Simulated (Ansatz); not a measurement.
# HfC in Ansatz: the effect of Hubbard term

The system is HfC.

```
CELL_PARAMETERS angstrom
3.34287 0.00000 0.00000
-1.67143 2.89501 0.00000
0.00000 0.00000 5.20271
ATOMIC_POSITIONS crystal
Hf 0.33333 0.66667 0.25000
Hf 0.66667 0.33333 0.75000
C 0.00000 0.00000 0.50000
C 0.00000 0.00000 0.00000
```

The cell comes from a database or a generator and needn't be the stable form of this composition.

Alike in all runs:

| Item | Value |
| --- | --- |
| Program | Ansatz 0.2.0 |
| Task | band structure |
| Functional | r2SCAN |
| Potentials or basis | Ansatz PAW |
| Cutoff | 500 eV (not typed: the program's choice for these potentials) |
| k mesh | 9 × 9 × 5 |
| Occupations | fermi-dirac, width 0.05 eV |
| Spin | no spin polarisation |
| Path | [["G", "M", "K", "G", "A", "L", "H", "A"], ["L", "M"], ["K", "H"]] |
| Points for each segment of the path | 14 |
| Hubbard projectors | ortho-atomic (the default) |
| Double counting | fll (the default) |

Problem. One run gave: pressure -2.7 GPa. Which Hubbard term did it use?
A. Hf d U = 1 eV
B. Hf d U = 4 eV
C. none
D. Hf d U = 3 eV
E. Hf d U = 6 eV

Solution. C.

| Hubbard term | pressure (GPa) |
| --- | --- |
| none | -2.7 |
| Hf d U = 1 eV | -1.4 |
| Hf d U = 2 eV | 0.1 |
| Hf d U = 3 eV | 1.6 |
| Hf d U = 4 eV | 3.2 |
| Hf d U = 5 eV | 5.0 |
| Hf d U = 6 eV | 6.8 |
| Hf d U = 8 eV | 11.0 |

Caveats: the PAW data sets come from PBE, with cores solved anew for the run's functional, which leaves a small shift of forces and pressure; U without spin polarisation on a metal has little footing (some runs); the U is typed as a test and isn't derived for this compound (some runs).
